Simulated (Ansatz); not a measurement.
Fe, 2 atoms in the cell. Symmetry: P6_3/mmc, No. 194, hexagonal system. Conventional cell: a = 2.434 Å, b = 2.434 Å, c = 3.842 Å, α = 90.00°, β = 90.00°, γ = 120.00°. Fe (site symmetry -6m2) has 12 Fe at 2.38 to 2.43 Å as nearest neighbours. This isn't the form of Fe at room conditions, which is bcc.

- Program: Ansatz 0.2.0
- Task: single point
- Functional: PBE
- Potentials or basis: all-electron LAPW, scalar-relativistic
- Cutoff: 339 eV (chosen from the basis error)
- Basis error allowed: 0.001 eV/atom
- k mesh: 12 × 12 × 7
- Occupations: gaussian, width 0.011 eV
- Spin: collinear spin, ferromagnetic start
- Starting moments: [3.0, 3.0] μB

Potentials or basis: all-electron LAPW, scalar-relativistic.

Command:

```sh
$ ansatz run input.yaml --threads 2 --pin off --max-ram 6144MiB --backend cpu --events-out ev --progress --plain --runs-dir out
```

Hardware: 2 threads of AMD EPYC (Zen 3), on a shared host.

Question: How long does it take, and how much memory?

Answer: It took 57 s on 2 threads of AMD EPYC (Zen 3), with other jobs on the host, peak memory 0.54 GiB. Counts: scf iterations 13, plane waves 287, k points 76, bands 23.
